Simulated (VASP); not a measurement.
## AgCl: single point with PBE

**The experiment to reproduce.**

From a printed reference work, data compilation, for a bulk crystal of AgCl: band gap 3.249 eV (indirect).

AgCl:

```
Ag Cl
1.0
     0.00000    2.77315    2.77315
     2.77315    0.00000    2.77315
     2.77315    2.77315    0.00000
Ag Cl
1 1
Direct
  0.50000 0.50000 0.50000
  0.00000 0.00000 0.00000
```

```
Program                : VASP 6.6.1
Task                   : single point
Functional             : PBE
Potentials or basis    : VASP PAW PBE potentials, release 64 (Ag, Cl)
Cutoff                 : 520 eV
k mesh                 : 10 × 10 × 10
Occupations            : gaussian, width 0.05 eV
Spin                   : no spin polarisation
Dipole correction      : no
Further INCAR settings : ALGO = Normal; EDIFF = 1e-07; NBANDS = 16
```

| Quantity | Value |
| --- | --- |
| Pressure | 1.5 GPa |
| Band gap on the k mesh | 0.91 eV, indirect (least direct gap 3.11 eV) |

Levels at points of the mesh, in eV from the valence-band top:
```tsv
k point	band 7	band 8	band 9	band 10	band 11	band 12
(0.00, 0.00, 0.00)	-2.32	-2.32	-2.32	0.91	10.85	10.85
(0.50, 0.00, 0.00)	-1.76	0.00	0.00	4.24	6.53	7.67
(0.50, 0.50, 0.00)	-1.95	-1.95	-1.87	2.38	8.03	8.63
```

It took 18 s on 1 thread of Intel(R) Xeon(R) Platinum 8559C (Emerald Rapids), on a shared host, peak memory 0.18 GiB.

Measured gap of AgCl: 3.249 eV (indirect; a printed reference work, data compilation). This calculation gives 0.91 eV (-2.34 eV). So large a miss can be the level of theory's own, or it may mean another phase, state or a wrong row. Spin-orbit coupling on Ag is left out. The value is that of PBE on a finite k mesh, which can miss the band edges, without temperature or zero-point motion. Semilocal functionals fall short of measured gaps as a rule.
